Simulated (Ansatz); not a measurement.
Density of states of a Ti$_{5}$Zn$_{2}$Cu$_{13}$ cell (elements on a fcc lattice, relaxed), per eV and atom, broadened by Gaussian smearing of width 0.1 eV and averaged over bins of 0.4 eV, from 8 eV under the Fermi level at most up to where the solved bands end.

Theory: Ansatz, DFT PBE, scalar-relativistic, plane waves, PAW.

Cutoff 420 eV; k points 6×6×6 on the computed 20-atom cell (Γ-centred); Gaussian smearing, width 0.10 eV; no spin polarisation.

```xyz
20
Lattice="-6.0484 3.9879 1.5120 6.3169 4.4399 -1.6143 -2.1893 -4.2067 -4.6262" Properties=species:S:1:pos:R:3 pbc="T T T"
Ti    0.2639    0.1153   -3.3737
Ti   -1.9021    2.1021   -3.0977
Ti   -1.9256   -0.0123   -1.5173
Ti   -0.0077    4.1552   -0.0694
Ti   -2.0834    6.2667    0.0778
Cu    2.2453    0.4503   -5.0295
Cu    0.0871    2.2150   -4.9623
Cu   -2.3139   -2.0874   -3.0733
Cu    2.0094    2.2193   -3.1754
Cu   -4.1494   -0.0949   -2.9284
Cu    0.1696    1.8772   -1.4527
Cu    2.2016    4.2626   -1.5419
Cu   -7.9961   -0.3564   -3.1557
Cu   -4.0740    1.9889   -1.5420
Cu   -2.0668    4.3650   -1.7354
Cu    0.0937    6.2937   -1.6701
Cu   -1.9864    2.3438   -0.1936
Cu   -3.8567    4.1386   -0.0697
Zn   -0.2301   -2.3130   -4.3209
Zn    0.1558    3.9755   -2.9448
```

```tsv
E − E_F (eV)	total	Cu 3d	Ti 3d	Zn 3d	Cu 4s
-7.85	0.107	0.002	0.001	0.013	0.053
-7.45	1.442	0.030	0.007	1.299	0.078
-7.05	1.190	0.025	0.007	1.040	0.076
-6.65	0.145	0.007	0.003	0.025	0.074
-6.25	0.158	0.013	0.005	0.011	0.087
-5.85	0.206	0.028	0.008	0.009	0.109
-5.45	0.238	0.054	0.012	0.008	0.111
-5.05	0.340	0.117	0.021	0.007	0.135
-4.65	0.675	0.402	0.045	0.009	0.152
-4.25	1.453	1.161	0.078	0.010	0.122
-3.85	2.274	2.029	0.097	0.011	0.060
-3.45	2.929	2.685	0.107	0.014	0.054
-3.05	2.815	2.580	0.102	0.011	0.054
-2.65	3.004	2.801	0.090	0.008	0.048
-2.25	2.708	2.527	0.066	0.005	0.057
-1.85	0.856	0.652	0.062	0.002	0.077
-1.45	0.539	0.251	0.116	0.001	0.080
-1.05	0.599	0.176	0.227	0.001	0.079
-0.65	0.698	0.142	0.342	0.001	0.076
-0.25	0.764	0.112	0.455	0.001	0.057
0.15	0.700	0.083	0.450	0.001	0.043
0.55	0.742	0.074	0.504	0.001	0.040
```

The columns after the total are the largest Löwdin projections on the valence shells of the potentials, so they needn't add up, and the weight of a shell that a potential lacks goes to other orbitals. The cell has no gap on the mesh.

The relaxation stopped before its thresholds.

Cost: 2 runs of about 19 core-minutes in all (earlier runs that led there not counted), on Intel Xeon Platinum 8488C (Sapphire Rapids) (shared hosts).